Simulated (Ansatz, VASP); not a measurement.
CaF2: VASP beside Ansatz

```
Ca F
1.0
     0.00000    2.75803    2.75803
     2.75803    0.00000    2.75803
     2.75803    2.75803    0.00000
Ca F
1 2
Direct
  0.00000 0.00000 0.00000
  0.75000 0.75000 0.75000
  0.25000 0.25000 0.25000
```

The cell comes from a database or a generator and needn't be the stable form of this composition.

Alike in both runs: task single point; functional PBE; k mesh 6 × 6 × 6; occupations gaussian, width 0.1 eV; no spin polarisation.

```csv
,VASP,Ansatz
version,VASP 6.6.1,Ansatz 0.2.0
potentials or method,"VASP PAW PBE potentials, release 64 (Ca_sv, F)","scalar-relativistic, plane waves, PAW"
plane-wave cutoff (eV),520,420
valence electrons in the cell,24,24
```

|  | VASP | Ansatz | Ansatz less VASP |
| --- | --- | --- | --- |
| gap on the k mesh at the Fermi level (eV) | 7.10 | 7.13 | +0.022 |
| least direct gap on the mesh (eV) | 7.36 | 7.38 | +0.022 |
| pressure (GPa) | 0.0 | -0.2 | -0.20 |

A k mesh can miss the band edges. Expect the measured gap to be larger: semilocal functionals such as PBE lack the derivative discontinuity.
